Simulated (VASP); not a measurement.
# SbPt in VASP: single point with revPBE

Aim: the single point of SbPt with revPBE.

Everything below comes from runs of VASP 6.6.1. Logs are shortened: lines on timing, memory, paths and dates and some standing lists are left out, and cuts for length are marked.

### Step 1. Starting point

The cell holds a amorphous, 8 atoms: a = 6.319 Å, b = 5.362 Å, c = 5.963 Å, α = 108.30°, β = 70.50°, γ = 94.64°.

The cell was built by a generator and needn't be a form met in nature.

### Step 2. Single point, revPBE

INCAR reads:

```
  ALGO = Fast
  EDIFF = 1E-6
  ENCUT = 520
  GGA = RE
  ISIF = 2
  ISMEAR = -1
  LASPH = True
  LCHARG = False
  LREAL = False
  LWAVE = False
  NBANDS = 40
  NELM = 100
  PREC = Accurate
  SIGMA = 0.0104
```

KPOINTS reads:

```
Automatic mesh
0
Gamma
  3 4 4
  0 0.5 0.5
```

POSCAR reads:

```
SbPt
1.0
    6.3101410000     -0.1062220000      0.3106910000
   -0.4677550000      4.8061400000      2.3310100000
    1.7231900000     -3.9290650000      4.1406170000
Pt Sb
4 4
Direct
    0.4976320000      0.8868960000      0.9524550000
    0.7210500000      0.0882070000      0.4610450000
    0.5062900000      0.6118420000      0.4531200000
    0.4111030000      0.3625910000      0.8990260000
    0.1336200000      0.7408280000      0.3306180000
    0.1162930000      0.3160300000      0.5452590000
    0.9824230000      0.1722840000      0.0147090000
    0.8538900000      0.6592330000      0.0166340000
```

Potentials or basis: VASP PAW PBE potentials, release 64 (Pt, Sb).

Launch:

```console
cat potpaw_PBE.64/Pt/POTCAR potpaw_PBE.64/Sb/POTCAR > POTCAR
mpirun -np 1 vasp_std > vasp.out
```

OUTCAR:

```text
EDIFF = 1E-6
   ENCUT = 520
   GGA = RE
   ISIF = 2
   ISMEAR = -1
   LASPH = True
   LREAL = False
   NELM = 100
   PREC = Accurate

 ion  position               nearest neighbor table
   1  0.498  0.887  0.952-   4 2.76   4 2.79   8 2.83   3 2.86   5 2.89   2 3.27   7 3.39   7 3.57

   2  0.721  0.088  0.461-   4 2.73   7 2.78   3 2.79   6 2.82   8 2.83   5 3.06   3 3.24   1 3.27

   3  0.506  0.612  0.453-   2 2.79   6 2.81   8 2.86   1 2.86   5 2.88   4 3.20   2 3.24   4 3.39

   4  0.411  0.363  0.899-   2 2.73   7 2.76   1 2.76   1 2.79   5 2.85   6 3.19   3 3.20   8 3.28
                             3 3.39
   5  0.134  0.741  0.331-   4 2.85   3 2.88   1 2.89   8 2.90   6 2.92   6 2.94   2 3.06   7 3.30
                             7 3.76
   6  0.116  0.316  0.545-   3 2.81   2 2.82   8 2.86   5 2.92   5 2.94   7 2.97   4 3.19   7 3.39

   7  0.982  0.172  0.015-   4 2.76   2 2.78   8 2.79   8 2.81   6 2.97   5 3.30   6 3.39   1 3.39
                             1 3.57   5 3.76
   8  0.854  0.659  0.017-   7 2.79   7 2.81   1 2.83   2 2.83   6 2.86   3 2.86   5 2.90   4 3.28

  LATTYP: Found a triclinic cell.
 ALAT       =     7.0938410783
 B/A-ratio  =     1.8084093221
 C/A-ratio  =     0.8405206614
 COS(alpha) =     0.0046939395
 COS(beta)  =     0.5431632338
 COS(gamma) =     0.7732745479

  Lattice vectors:

 A1 = (   4.5869510000,   3.8228430000,  -3.8299260000)
 A2 = (  11.3648470000,  -1.0895190000,  -5.8502450000)
 A3 = (  -1.7231900000,   3.9290650000,  -4.1406170000)

Analysis of symmetry for initial positions (statically):
=====================================================================
 Subroutine PRICEL returns:
 Original cell was already a primitive cell.

 Routine SETGRP: Setting up the symmetry group for a
 triclinic supercell.

 Subroutine GETGRP returns: Found  1 space group operations
 (whereof  1 operations were pure point group operations)
 out of a pool of  2 trial point group operations.

The static configuration has the point symmetry C_1 .

Analysis of symmetry for dynamics (positions and initial velocities):
=====================================================================
 Subroutine PRICEL returns:
 Original cell was already a primitive cell.

 Routine SETGRP: Setting up the symmetry group for a
 triclinic supercell.

 Subroutine GETGRP returns: Found  1 space group operations
 (whereof  1 operations were pure point group operations)
 out of a pool of  2 trial point group operations.

The dynamic configuration has the point symmetry C_1 .

 Subroutine INISYM returns: Found  1 space group operations
 (whereof  1 operations are pure point group operations),
 and found     1 'primitive' translations

----------------------------------------------------------------------------------------

                                     Primitive cell

  volume of cell :     180.7324

  direct lattice vectors                    reciprocal lattice vectors
     6.310141000 -0.106222000  0.310691000     0.160785132  0.032941349 -0.035655225
    -0.467755000  4.806140000  2.331010000    -0.004320757  0.141604408  0.136167728
     1.723190000 -3.929065000  4.140617000    -0.009632083 -0.082189652  0.167528033

  length of vectors
     6.318677983  5.362031710  5.962519995     0.167953226  0.196499688  0.186851700

  position of ions in fractional coordinates (direct lattice)
     0.497632000  0.886896000  0.952455000
     0.721050000  0.088207000  0.461045000
     0.506290000  0.611842000  0.453120000
     0.411103000  0.362591000  0.899026000
     0.133620000  0.740828000  0.330618000
     0.116293000  0.316030000  0.545259000
     0.982423000  0.172284000  0.014709000
     0.853890000  0.659233000  0.016634000

  ion indices of the primitive-cell ions
   primitive index   ion index
                 1           1
                 2           2
                 3           3
                 4           4
                 5           5
                 6           6
                 7           7
                 8           8

----------------------------------------------------------------------------------------

 KPOINTS: Automatic mesh

Automatic generation of k-mesh.
 Grid dimensions read from file:
 generate k-points for:    3    4    4

 Generating k-lattice:

  Cartesian coordinates                     Fractional coordinates (reciprocal lattice)
     0.053595044  0.010980450 -0.011885075     0.333333333 -0.000000000 -0.000000000
    -0.001080189  0.035401102  0.034041932    -0.000000000  0.250000000  0.000000000
    -0.002408021 -0.020547413  0.041882008     0.000000000  0.000000000  0.250000000

  Length of vectors
     0.055984409  0.049124922  0.046712925

  Shift w.r.t. Gamma in fractional coordinates (k-lattice)
     0.000000000  0.500000000  0.500000000

 Subroutine IBZKPT returns following result:
 ===========================================

 Found     24 irreducible k-points:

 Following reciprocal coordinates:
            Coordinates               Weight
  0.000000  0.125000  0.125000      2.000000
  0.333333  0.125000  0.125000      2.000000
 -0.333333  0.125000  0.125000      2.000000
 -0.000000  0.375000  0.125000      2.000000
  0.333333  0.375000  0.125000      2.000000
 -0.333333  0.375000  0.125000      2.000000
[... 16 lines left out ...]
  0.333333 -0.125000  0.375000      2.000000
 -0.333333 -0.125000  0.375000      2.000000
   k-points           NKPTS =     24   k-points in BZ     NKDIM =     24   number of bands    NBANDS=     40
   number of dos      NEDOS =    301   number of ions     NIONS =      8
   total plane-waves  NPLWV =  92160
   dimension x,y,z NGX =    48 NGY =   40 NGZ =   48
   dimension x,y,z NGXF=    96 NGYF=   80 NGZF=   96
   ions per type =               4   4
   NGX,Y,Z   is equivalent  to a cutoff of  12.63, 12.40, 13.38 a.u.
   NGXF,Y,Z  is equivalent  to a cutoff of  25.26, 24.80, 26.77 a.u.
 SYSTEM =  unknown system
   PREC   = accura    normal or accurate (medium, high low for compatibility)
   ISTART =      0    job   : 0-new  1-cont  2-samecut
   ICHARG =      2    charge: 1-file 2-atom 10-const
   ISPIN  =      1    spin polarized calculation?
   LNONCOLLINEAR =      F non collinear calculations
   LSORBIT =      F    spin-orbit coupling
   LASPH  =      T    aspherical Exc in radial PAW
   ENCUT  =  520.0 eV  38.22 Ry    6.18 a.u.  11.75  9.97 11.09*2*pi/ulx,y,z
   NELM   =    100;   NELMIN=  2; NELMDL= -5     # of ELM steps
   EDIFF  = 0.1E-05   stopping-criterion for ELM
   LREAL  =      F    real-space projection
   EDIFFG = 0.1E-04   stopping-criterion for IOM
   NSW    =      0    number of steps for IOM
   IBRION =     -1    ionic relax: 0-MD 1-quasi-New 2-CG
   NFREE  =      0    steps in history (QN), initial steepest desc. (CG)
   ISIF   =      2    stress and relaxation
   ISYM   =      2    0-nonsym 1-usesym 2-fastsym
   POTIM  = 0.5000    time-step for ionic-motion
   TEBEG  =    0.0;   TEEND  =   0.0 temperature during run
   PSTRESS=    0.0 pullay stress
   NELECT =      60.0000    total number of electrons
   NUPDOWN=      -1.0000    fix difference up-down
   EMIN   =  10.00;   EMAX   =-10.00  energy-range for DOS
   EFERMI =   0.00;   METHOD = LEGACY
   ISMEAR =    -1;   SIGMA  =   0.01  broadening in eV -4-tet -1-fermi 0-gaus
   EFERMI_NEDOS =   21; number of points for ismear=-14 and -15
   IALGO  =     68    algorithm
   IMIX   =      4    mixing-type and parameters
     AMIX     =   0.40;   BMIX     =  1.00
     AMIX_MAG =   1.60;   BMIX_MAG =  1.00
  volume/ion in A,a.u.               =      22.59       152.46
  Fermi-wavevector in a.u.,A,eV,Ry     =   1.133565  2.142128 17.483088  1.284971
  Thomas-Fermi vector in A             =   2.270268
   LORBIT       =      0    0 simple, 1 ext, 2 COOP (PROOUT), +10 PAW based schemes
   GGA     = RE    functional components
   LHFCALC =     F    Hartree Fock is set to
   AEXX    =    0.0000 exact exchange contribution
   IVDW    =     0    specifies the selected vdW correction
   LEPSILON=     F    determine dielectric tensor
   LRPA    =     F    only Hartree local field effects (RPA)
 non-spin polarized calculation
 RMM-DIIS sequential band-by-band and
  energy-cutoff  :      520.00
  volume of cell :      180.73
 maximum number of plane-waves:      4884
   NGX = 23   NGY = 19   NGZ = 23

 number of electron      60.0000001 magnetization

 Free energy of the ion-electron system (eV)
  ---------------------------------------------------
  ext. energy  EPLUGINS =         0.00000000
  ---------------------------------------------------
  free energy    TOTEN  =       -35.22712111 eV

  energy without entropy =      -35.22437309  energy(sigma->0) =      -35.22574710

 E-fermi :   8.1886     XC(G=0): -10.8958

 val. band max:        8.1827624699   @ k =  -0.3333   0.3750   0.1250
 cond. band min:       8.1902250717   @ k =  -0.0000   0.3750   0.3750
 fundamental gap:      0.0074626017
 Fermi energy:         8.1885517511

 k-point     1 :       0.0000    0.1250    0.1250
  band No.  band energies     occupation
      1      -4.5505      2.00000
      2      -1.9629      2.00000
      3      -0.7258      2.00000
      4       0.5739      2.00000
      5       2.4171      2.00000
      6       2.8241      2.00000
[... 32 lines left out ...]
     39      13.0873      0.00000
     40      13.8589      0.00000

 k-point     2 :       0.3333    0.1250    0.1250
  band No.  band energies     occupation
      1      -4.4447      2.00000
      2      -2.0221      2.00000
      3      -0.7957      2.00000
      4       0.2975      2.00000
      5       2.2544      2.00000
      6       2.9348      2.00000
[... 32 lines left out ...]
     39      12.8581      0.00000
     40      13.4721      0.00000

 k-point     3 :      -0.3333    0.1250    0.1250
  band No.  band energies     occupation
      1      -4.3974      2.00000
      2      -2.1375      2.00000
      3      -0.7141      2.00000
      4       0.1523      2.00000
      5       2.2375      2.00000
      6       2.9280      2.00000
[... 32 lines left out ...]
     39      12.9077      0.00000
     40      13.4763      0.00000

 k-point     4 :      -0.0000    0.3750    0.1250
  band No.  band energies     occupation
      1      -3.8376      2.00000
      2      -2.5509      2.00000
      3      -1.6248      2.00000
      4       0.0632      2.00000
      5       2.7652      2.00000
      6       3.0010      2.00000
[... 32 lines left out ...]
     39      12.7963      0.00000
     40      13.0877      0.00000
[... 772 lines left out ...]
     39      12.4959      0.00000
     40      12.8701      0.00000

 k-point    23 :       0.3333   -0.1250    0.3750
  band No.  band energies     occupation
      1      -4.1966      2.00000
      2      -2.6212      2.00000
      3      -0.4420      2.00000
      4       0.1779      2.00000
      5       2.2829      2.00000
      6       2.6084      2.00000
[... 32 lines left out ...]
     39      12.7823      0.00000
     40      13.2234      0.00000

 k-point    24 :      -0.3333   -0.1250    0.3750
  band No.  band energies     occupation
      1      -4.0958      2.00000
      2      -2.7452      2.00000
      3      -0.5528      2.00000
      4       0.1641      2.00000
      5       1.9909      2.00000
      6       2.5914      2.00000
[... 32 lines left out ...]
     39      12.7136      0.00000
     40      13.0961      0.00000

------------------------ aborting loop because EDIFF is reached ----------------------------------------

  FORCE on cell =-STRESS in cart. coord.  units (eV):
  Direction    XX          YY          ZZ          XY          YZ          ZX
  --------------------------------------------------------------------------------------
  -------------------------------------------------------------------------------------
  Total       -4.5940152      4.4438454      3.1918159     -2.6826812      3.7671342      0.4090179
  in kB      -40.7255648     39.3943219     28.2951842    -23.7817472     33.3953331      3.6259094
  external PRESSURE =       8.9879804 kB  Pullay stress =       0.0000000 kB

 VOLUME and BASIS-vectors are now :
 -----------------------------------------------------------------------------
  energy-cutoff  :      520.00
  volume of cell :      180.73
      direct lattice vectors                 reciprocal lattice vectors
     6.310141000 -0.106222000  0.310691000     0.160785132  0.032941349 -0.035655225
    -0.467755000  4.806140000  2.331010000    -0.004320757  0.141604408  0.136167728
     1.723190000 -3.929065000  4.140617000    -0.009632083 -0.082189652  0.167528033

 POSITION                                       TOTAL-FORCE (eV/Angst)
 -----------------------------------------------------------------------------------
      4.36654      0.46743      6.16572         0.029950      0.204974     -0.132505
      5.30314     -1.46413      2.33865        -0.144712      0.130501      0.064269
      3.68938      1.10648      3.45971        -0.014766     -0.283172     -0.017705
      3.97371     -1.83334      4.69545         0.080496     -0.204347      0.239864
      1.06635      2.24731      3.13735         1.713340      0.412665     -0.078260
      1.52559     -0.63583      3.03051         0.789406      0.446551     -0.839232
      6.14399      0.66587      0.76773         0.669501     -0.867263      0.196200
      5.10847      3.01231      1.87085        -3.123216      0.160091      0.567367
 -----------------------------------------------------------------------------------
    total drift:                                0.000258      0.000232     -0.000326

  FREE ENERGIE OF THE ION-ELECTRON SYSTEM (eV)
  ---------------------------------------------------
  free  energy   TOTEN  =       -35.2271211054 eV

  energy  without entropy=      -35.2243730890  energy(sigma->0) =      -35.22574710
```

It took 2.9 min on 1 thread of Intel Xeon Platinum 8259CL at 2.50GHz (Skylake/Cascade Lake), shared host; peak memory 0.37 GiB.

What came out:

| Item | Value |
| --- | --- |
| Free energy | -35.2271 eV |
| Pressure | 0.9 GPa |
| Largest force | 3.178 eV/Å |
| Band gap on the k mesh | none (metal or under the smearing width) |

Forces in eV/Å, atoms in the order of the input:
```
Pt   0.030  0.205 -0.133
Pt  -0.145  0.131  0.064
Pt  -0.015 -0.283 -0.018
Pt   0.080 -0.204  0.240
Sb   1.713  0.413 -0.078
Sb   0.789  0.447 -0.839
Sb   0.670 -0.867  0.196
Sb  -3.123  0.160  0.567
```

Caveat: the PAW data sets were made with another functional, which shifts forces and pressure a little.
